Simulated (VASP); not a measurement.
Zr:

```
Zr
1.0
     3.02467   -1.99908    0.00000
     3.02467    1.99908    0.00000
     0.00000    0.00000    8.15473
Zr
4
Direct
  0.85000 0.15000 0.11700
  0.65000 0.35000 0.61700
  0.15000 0.85000 0.88300
  0.35000 0.65000 0.38300
```

The cell was built by a generator and needn't be a form met in nature.

```yaml
Program: VASP 6.6.1
Task: relaxation of cell and atoms
Functional: PBE
Potentials_or_basis: VASP PAW PBE potentials, release 64 (Zr_sv)
Cutoff: 600 eV
k_mesh: 6 × 6 × 2
Occupations: gaussian, width 0.1 eV
Spin: no spin polarisation
```

At the start: pressure 2.7 GPa; volume 24.65 Å³/atom.

Where does the relaxation end?

Over 37 steps the energy falls by 821.2 meV/atom and the volume is 23.15 Å³/atom (-6.1 %); space group Fm-3m (No. 225, to 0.05 Å).

The path:
```
step  energy change (eV)  largest force (eV/Å)  pressure (GPa)  volume (Å³)
   1              0.0000                4.1418            2.74        98.62
   2             -2.4415                0.3442           -7.24       102.99
   3             -2.4736                0.3314           -7.24       103.11
   4             -2.5153                0.3128           -7.24       103.32
   5             -2.5912                0.2904           -6.90       103.67
   6             -2.7267                0.3605           -5.12       104.02
   7             -2.7879                1.1039            6.45        90.83
   8             -2.8861                0.7357            0.75        96.43
   9             -2.9796                0.4056           -0.16        95.57
  10             -3.0166                0.2034           -0.59        94.72
  11             -3.0183                0.1725           -0.73        94.50
  12             -3.0611                0.1661            0.99        92.18
  13             -3.0660                0.1703            1.73        91.28
  14             -3.1026                0.1611           -0.08        92.86
  15             -3.1252                0.1702           -1.98        94.96
  16             -3.1329                0.1939           -2.72        95.98
  17             -3.1378                0.2013           -4.22        97.97
  18             -3.1380                0.1961           -3.28        96.78
  19             -3.1490                0.2009           -3.36        96.87
  20             -3.1755                0.2055           -3.56        97.11
  21             -3.1755                0.4294           -3.81        97.44
  22             -3.1862                0.2602           -3.73        97.26
  23             -3.2097                0.2722           -2.95        96.29
  24             -3.2498                0.3145           -0.65        93.55
  25             -3.2536                0.3355            0.47        92.36
  26             -3.2591                0.2953            0.46        92.33
  27             -3.2712                0.1766            0.49        92.23
  28             -3.2744                0.1735            0.68        92.03
  29             -3.2766                0.1096            0.59        92.11
  30             -3.2790                0.0982            0.04        92.70
  31             -3.2792                0.0865           -0.51        93.32
  32             -3.2794                0.0910           -0.40        93.10
  33             -3.2813                0.0713           -0.35        93.08
  34             -3.2842                0.0486           -0.30        93.01
  35             -3.2842                0.0560           -0.27        93.00
  36             -3.2847                0.0232            0.23        92.44
  37             -3.2848                0.0314            0.20        92.58
```

Final structure:
```cif
data_structure
_symmetry_space_group_name_H-M 'P 1'
_symmetry_Int_Tables_number 1
_cell_length_a 3.2065
_cell_length_b 3.2065
_cell_length_c 9.0046
_cell_angle_alpha 90.000
_cell_angle_beta 90.000
_cell_angle_gamma 89.877
_cell_volume 92.58
loop_
_atom_site_label
_atom_site_type_symbol
_atom_site_fract_x
_atom_site_fract_y
_atom_site_fract_z
_atom_site_occupancy
Zr1 Zr 0.75093 0.24907 0.12479 1
Zr2 Zr 0.74907 0.25093 0.62479 1
Zr3 Zr 0.24907 0.75093 0.87521 1
Zr4 Zr 0.25093 0.74907 0.37521 1
```

Caveat: the k mesh is coarse (spacing up to 0.39 Å⁻¹), so the values aren't converged.
